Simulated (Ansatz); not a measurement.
# TiO2 (distorted structure): how the settings move a single-point run

How sensitive is a single-point run of TiO2 (distorted structure) to its settings? A reference run comes first, then four runs with altered input.

Computed with Ansatz 0.2.0 (reference: DFT r2SCAN, plane waves, PAW, scalar-relativistic, collinear spin, unless a step's input says otherwise).

### Step 1. The starting structure

Symmetry: P1, No. 1, triclinic system. Conventional cell: a = 3.748 Å, b = 3.755 Å, c = 5.404 Å, α = 69.72°, β = 69.72°, γ = 89.94°. Ti (site symmetry 1) has 6 O at 1.68 to 2.07 Å as nearest neighbours. Ti (site symmetry 1) is surrounded by 6 O at 1.69 to 2.00 Å. Around O (site symmetry 1) lie 3 Ti at 1.68 to 2.00 Å. O (site symmetry 1) has 3 Ti at 1.70 to 2.07 Å as nearest neighbours. Around O (site symmetry 1) lie 3 Ti at 1.69 to 2.00 Å. O (site symmetry 1) has 3 Ti at 1.76 to 2.00 Å as nearest neighbours.

Cell or atoms stand a little off a more symmetric structure (I4_1/amd at a tolerance of 0.3 Å), so results at this geometry aren't those of that ideal crystal.

Structure file:

```xyz
6
Lattice="-1.8816 1.8761 4.7129 1.8756 -1.8735 4.7096 1.8796 1.8716 -4.7119" Properties=species:S:1:pos:R:3 pbc="T T T"
Ti    0.0105    0.0590    0.0495
Ti   -0.0212    1.8564    2.3403
O     1.8328    1.8252   -2.9851
O    -0.0555    1.9158    4.0438
O     0.0032    1.8968    0.6500
O     1.8449    1.8199    3.0017
```

### Step 2. Baseline

Input file input.yaml:

```yaml
crystal:
  lattice:
    - [-1.88155199, 1.87610407, 4.71294882]
    - [1.87559018, -1.87353363, 4.70955745]
    - [1.87958062, 1.87156226, -4.71192713]
  atoms:
    - { symbol: Ti, position: [0.02099513, 0.00806886, 0.01854898] }
    - { symbol: Ti, position: [0.74349666, 0.24332776, 0.49019293] }
    - { symbol: O, position: [0.17075856, 0.17109601, 0.97532106] }
    - { symbol: O, position: [0.94001276, 0.41526654, 0.49707192] }
    - { symbol: O, position: [0.57501495, 0.07015183, 0.50730406] }
    - { symbol: O, position: [0.80427342, 0.81067792, 0.97768499] }
kpoints:
  mp_grid: { grid: [5, 5, 7], shift: [0.0, 0.5, 0.5] }
magnetization:
  spin_polarized: true
scf:
  occupations: { method: methfessel_paxton, width: 0.0725 }
hamiltonian:
  pseudopotentials: { kind: paw }
  xc: r2scan
basis:
  ecutwfc: 500
output:
  forces: true
  stress: true
  eigenvalues: true
```

Command:

```
> ansatz run input.yaml --threads 1 --pin off --max-ram 2560MiB --backend cpu --events-out ev --progress --plain --runs-dir out
```

Standard output, cut to the lines that bear on the results:

```text
Warning: RAYON_NUM_THREADS=1 ignored (pool sized by the plan → 1); use --threads N
[...]
band count auto-derived: 32 (N_el = 48.0; filled up to band 24; 30 by the electrons, moments and atoms)
[...]
Pseudopotentials: kind: paw
Pseudopotential: Ti, paw, valence charge 12, recommended cutoff 500 eV (meta_gga), Ti.paw.azcp
Pseudopotential: O, paw, valence charge 6, recommended cutoff 500 eV (meta_gga), O.paw.azcp
Functional definition: r2SCAN
[...]
Crystal: 6 atoms, lattice volume = 66.302 Å³
Basis set: ecut = 500 eV, 1677 PW (Γ), FFT grids on a1+a3, a2+a3, −a2, exchange–correlation on 120×120×160 points (64 copies of the dense FFT grid, shifted against one another)
Bands: 32, of which v1, the nominal top of the filled ones, is band 24 counted from 1 (23 counted from 0)
Symmetry: 1 space group operations
Space group: P1 (ITA 1), of the structure as read, at distance tolerance 4.0e-5 Å
k-points: 88 of 175 (time reversal used)
[...]
SCF iter   1: F=—  HF=-7290.048115 eV  |F-HF|=—  |Δ(HF+E_count)|=         —  Δρ=5.20e-2 (↑5.20e-2 ↓5.20e-2)  dr2=7.26e0  dr2_τ=3.20e-1  dr2_m=0.00e0  M=0.000 μB ∫|m|=0.000 μB  β_m=0.30  ethr=3.10e-3  ⟨swp⟩=5.8  Hψ=11655  notcnv=0
[...]
SCF iter  13: F=-7288.766744 eV  HF=-7288.766744 eV  |F-HF|=4.42e-9  |Δ(HF+E_count)|=   4.05e-8  S|Δr|=    0.00e0  Δρ=3.63e-6 (↑3.63e-6 ↓3.63e-6)  dr2=1.01e-8  dr2_τ=1.01e-9  dr2_m=0.00e0  M=0.000 μB ∫|m|=0.000 μB  ethr=2.08e-10  ⟨swp⟩=8.8  Hψ=11899  notcnv=0
[...]
this state was not tested for a lower state beside it, because cold or Methfessel-Paxton smearing, or corrected tetrahedra, fill the levels in a way that the test cannot read (fill_not_monotonic; see scf.lower_state_search)
SCF converged after 13 iterations
Magnetization: 0.0000 μB (24.0000 up, 24.0000 down)
Absolute magnetization: 0.0000 μB (∫|ρ↑−ρ↓|)
Spin contamination: 0.0000 ħ² per cell (⟨S²⟩ above its minimum at these occupations)
Per-site moments (μB) at R_I (Å): [(0.0, 0.6936524481641114), (0.0, 0.6975011949718044), (0.0, 0.6936524481641114), (0.0, 0.7032690399456685), (0.0, 0.6975011949718044), (0.0, 0.7270537968293359)]
Free energy (F): -7288.766744 eV
[...]
E sigma→0 (E₀):  -7288.766744 eV
Fermi energy:    9.335113 eV
Step filling:    the computed levels leave a gap of 2.2844 eV = 31.5 smearing widths at the electron count; against every level under it full and every level over it empty, smearing changes F+E_penalty+E_count by +7.52e-109 meV and its σ→0 estimate by -9.28e-107 meV
[...]
--- Forces (eV/Å), atoms counted from 1 ---
  atom   1  Ti     0.18868553     0.77191450    -3.00922954
  atom   2  Ti    -0.03044963    -0.80736674     1.33017368
  atom   3  O     -0.39234693     0.88055476     8.87817353
  atom   4  O      0.61506168     0.58095587     9.49227925
  atom   5  O      0.16662146    -0.76563999    -9.28218309
  atom   6  O     -0.54757290    -0.66042865    -7.40921012
[...]
--- Stress (GPa, compression-positive) ---
        9.080215       0.010039      -1.089526
        0.010039      18.315644       3.474852
       -1.089526       3.474850     105.021764
  P = ⅓ Tr σ = 44.1392 GPa (441.392 kbar)
--- Band table (eV; the first three rows and the last of 176) ---
[...]
```

Wall time 78 s (1 thread of Arm Neoverse V1, shared host); peak memory 0.66 GiB.

### Step 3. Variant: mp_grid.grid [2, 2, 4]

input.yaml: that of step 2 with these lines changed.

```diff
@@ -13,3 +13,3 @@
 kpoints:
-  mp_grid: { grid: [5, 5, 7], shift: [0.0, 0.5, 0.5] }
+  mp_grid: { grid: [2, 2, 4], shift: [0.0, 0.5, 0.5] }
 magnetization:
```

Command:

```
> ansatz run input.yaml --threads 1 --pin off --max-ram 2560MiB --backend cpu --events-out ev --progress --plain --runs-dir out
```

Standard output, cut to the lines that bear on the results:

```text
Warning: RAYON_NUM_THREADS=1 ignored (pool sized by the plan → 1); use --threads N
[...]
band count auto-derived: 32 (N_el = 48.0; filled up to band 24; 30 by the electrons, moments and atoms)
[...]
Pseudopotentials: kind: paw
Pseudopotential: Ti, paw, valence charge 12, recommended cutoff 500 eV (meta_gga), Ti.paw.azcp
Pseudopotential: O, paw, valence charge 6, recommended cutoff 500 eV (meta_gga), O.paw.azcp
Functional definition: r2SCAN
[...]
Crystal: 6 atoms, lattice volume = 66.302 Å³
Basis set: ecut = 500 eV, 1677 PW (Γ), FFT grids on a1+a3, a2+a3, −a2, exchange–correlation on 120×120×160 points (64 copies of the dense FFT grid, shifted against one another)
Bands: 32, of which v1, the nominal top of the filled ones, is band 24 counted from 1 (23 counted from 0)
Symmetry: 1 space group operations
Space group: P1 (ITA 1), of the structure as read, at distance tolerance 4.0e-5 Å
k-points: 8 of 16 (time reversal used)
[...]
Free energy (F): -7288.767472 eV
[...]
E sigma→0 (E₀):  -7288.767472 eV
Fermi energy:    9.267245 eV
Step filling:    the computed levels leave a gap of 3.0515 eV = 42.1 smearing widths at the electron count; against every level under it full and every level over it empty, smearing changes F+E_penalty+E_count by +2.32e-192 meV and its σ→0 estimate by -5.11e-190 meV
[...]
--- Forces (eV/Å), atoms counted from 1 ---
  atom   1  Ti     0.17767576     0.76692431    -3.00142011
  atom   2  Ti    -0.02392672    -0.80944070     1.32519968
  atom   3  O     -0.39210604     0.88077476     8.87644920
  atom   4  O      0.61971698     0.58584673     9.49054250
  atom   5  O      0.17082991    -0.76373687    -9.28344551
  atom   6  O     -0.55219527    -0.66039150    -7.40732363
[...]
--- Stress (GPa, compression-positive) ---
        9.167920       0.012093      -1.197834
        0.012093      18.424377       3.552365
       -1.197834       3.552363     104.875915
  P = ⅓ Tr σ = 44.1561 GPa (441.561 kbar)
--- Band table (eV; the first three rows and the last of 16) ---
[...]
```

Wall time 15 s (1 thread of Arm Neoverse V1, shared host); peak memory 0.45 GiB.

Changing the k-point mesh moves the energy by -0.1 meV/atom, and the gap on the mesh goes from 2.28 to 3.05 eV. The energy is not variational in the mesh, so the sign tells nothing. A gap read on a mesh depends on which points the mesh holds, and a coarse mesh shifts the density too. Cost: 15 s against 78 s.

### Step 4. Changed: xc pbe, ecutrho_ratio 6

input.yaml: that of step 2 with these lines changed.

```diff
@@ -20,5 +20,6 @@
   pseudopotentials: { kind: paw }
-  xc: r2scan
+  xc: pbe
 basis:
   ecutwfc: 500
+  ecutrho_ratio: 6
 output:
```

Command:

```
> ansatz run input.yaml --threads 1 --pin off --max-ram 2560MiB --backend cpu --events-out ev --progress --plain --runs-dir out
```

Standard output, cut to the lines that bear on the results:

```text
Warning: RAYON_NUM_THREADS=1 ignored (pool sized by the plan → 1); use --threads N
[...]
band count auto-derived: 32 (N_el = 48.0; filled up to band 24; 30 by the electrons, moments and atoms)
[...]
Pseudopotentials: kind: paw
Pseudopotential: Ti, paw, valence charge 12, recommended cutoff 420 eV (normal), Ti.paw.azcp
Pseudopotential: O, paw, valence charge 6, recommended cutoff 420 eV (normal), O.paw.azcp
Functional definition: PBE
[...]
Crystal: 6 atoms, lattice volume = 66.302 Å³
Basis set: ecut = 500 eV, 1677 PW (Γ), FFT grids on a1+a3, a2+a3, −a2, exchange–correlation on 72×72×100 points (8 copies of the dense FFT grid, shifted against one another)
Bands: 32, of which v1, the nominal top of the filled ones, is band 24 counted from 1 (23 counted from 0)
Symmetry: 1 space group operations
Space group: P1 (ITA 1), of the structure as read, at distance tolerance 4.0e-5 Å
k-points: 88 of 175 (time reversal used)
[...]
Free energy (F): -7273.571848 eV
[...]
E sigma→0 (E₀):  -7273.571848 eV
Fermi energy:    9.482033 eV
Step filling:    the computed levels leave a gap of 1.9070 eV = 26.3 smearing widths at the electron count; against every level under it full and every level over it empty, smearing changes F+E_penalty+E_count by +3.57e-76 meV and its σ→0 estimate by -3.06e-74 meV
[...]
--- Forces (eV/Å), atoms counted from 1 ---
  atom   1  Ti     0.19069888     0.80960345    -2.91945798
  atom   2  Ti    -0.02379065    -0.81491788     1.24817582
  atom   3  O     -0.40569784     0.81856539     8.76177962
  atom   4  O      0.60162394     0.57058431     9.29724686
  atom   5  O      0.16440158    -0.70555024    -9.14232140
  atom   6  O     -0.52724920    -0.67830336    -7.24544342
[...]
--- Stress (GPa, compression-positive) ---
       12.757596       0.010679      -1.144021
        0.010679      21.989124       3.221722
       -1.144021       3.221722     108.667931
  P = ⅓ Tr σ = 47.8049 GPa (478.049 kbar)
--- Band table (eV; the first three rows and the last of 176) ---
[...]
```

Run time: 50 s. Hardware: 1 thread of Arm Neoverse V1, shared host; peak memory 0.59 GiB.

After a change of functional the difference of the totals has no physical meaning; the pressure goes from 44.1 to 47.8 GPa, the gap on the mesh goes from 2.28 to 1.91 eV and the largest force goes from 9.53 to 9.33 eV/Å. The numerical grids changed too. Cost: 14 SCF cycles against 13, 50 s against 78 s.

(Part 1 of 2 ends here.)
